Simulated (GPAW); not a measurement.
A run of GPAW 26.7.0:

run.py

```python
from ase import Atoms
from ase.eos import EquationOfState
from ase.io import Trajectory
from ase.units import GPa
from gpaw import GPAW, PW

atoms = Atoms(['S', 'Be'],
              cell=[[0.0, 2.425, 2.425],
                    [2.425, 0.0, 2.425],
                    [2.425, 2.425, 0.0]],
              scaled_positions=[[0.75, 0.75, 0.75],
                                [0.0, 0.0, 0.0]],
              pbc=True)

traj = Trajectory('eos.traj', 'w')
volumes, energies = [], []
for x in [0.94, 0.96, 0.98, 1.0, 1.02, 1.04, 1.06]:
    a = atoms.copy()
    a.set_cell(atoms.cell * x**(1 / 3), scale_atoms=True)
    calc = GPAW(mode=PW(800),
                xc='MGGA_X_R2SCAN+MGGA_C_R2SCAN',
                kpts={'size': (9, 9, 9), 'gamma': True},
                occupations={'name': 'fermi-dirac', 'width': 0.05},
                nbands=11,
                convergence={'density': 1e-05, 'energy': 1e-05},
                maxiter=150,
                txt=f'eos-{x:.2f}.txt')
    a.calc = calc
    energies.append(a.get_potential_energy(force_consistent=True))
    volumes.append(a.get_volume())
    p = -a.get_stress()[:3].mean() / GPa
    calc.write(f'eos-{x:.2f}.gpw')
    traj.write(a)
    print(f'{x:.2f} {volumes[-1]:10.4f} A^3 {energies[-1]:14.6f} eV {p:9.3f} GPa', flush=True)

v0, e0, B = EquationOfState(volumes, energies, eos='birchmurnaghan').fit()
print(f'V0 = {v0:.4f} A^3, E0 = {e0:.6f} eV, B0 = {B / GPa:.2f} GPa')
```

Potentials or basis: GPAW PAW data sets (gpaw-data 1.2.1), pw.

Launch:

```bash
$ OMP_NUM_THREADS=1 python run.py
```

Hardware: 1 thread of Arm Neoverse V1 (shared host).

Problem. How long does it take, and how much memory?

Solution. Wall time 5.2 min on 1 thread of Arm Neoverse V1, with other jobs on the host, peak memory 0.39 GiB. Counts: scf iterations 70, plane waves 1411, bands 11, k points 35.
